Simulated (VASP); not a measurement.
Input of a VASP 6.6.1 run:

The input INCAR:

```
  ALGO = Normal
  EDIFF = 1E-8
  ENCUT = 600
  GGA = CA
  IBRION = 8
  ISIF = 2
  ISMEAR = 0
  LASPH = T
  LCHARG = F
  LEPSILON = T
  LREAL = F
  LWAVE = F
  NELM = 60
  NSW = 1
  PREC = Accurate
  SIGMA = 0.02
```

The input KPOINTS:

```
k-points
0
Gamma
  9 9 6
```

POSCAR

```
MgO
1.0
    3.4343300000      0.0000000000      0.0000000000
   -1.7171700000      2.9742200000      0.0000000000
    0.0000000000      0.0000000000      4.1244100000
Mg O
2 2
Direct
    0.3333300000      0.6666700000      0.9522600000
    0.6666700000      0.3333300000      0.4522600000
    0.3333300000      0.6666700000      0.4523400000
    0.6666700000      0.3333300000      0.9523400000
```

Potentials or basis: VASP PAW LDA potentials, release 64 (Mg, O).

Command:

```console
$ cat potpaw_LDA.64/Mg/POTCAR potpaw_LDA.64/O/POTCAR > POTCAR
$ mpirun -np 1 vasp_std > vasp.out
```

Problem. What does it give for the electronic dielectric tensor (diagonal)?

Solution. 2.94.

Problem. What does it give for the Born charges (mean of the diagonal)?

Solution. Mg +1.83; O -1.83 e.

Problem. Estimate the band gap on the k mesh.

Solution. 3.55 eV, direct.

Born effective charge tensors (e):
atom 1, Mg
```
1.76 0.00 0.00
0.00 1.76 0.00
0.00 0.00 1.98
```
atom 2, Mg
```
1.76 0.00 0.00
0.00 1.76 0.00
0.00 0.00 1.98
```
atom 3, O
```
-1.76  0.00  0.00
 0.00 -1.76  0.00
 0.00  0.00 -1.98
```
atom 4, O
```
-1.76  0.00  0.00
 0.00 -1.76  0.00
 0.00  0.00 -1.98
```

LDA gaps usually lie below the measured ones, often by a third to a half.
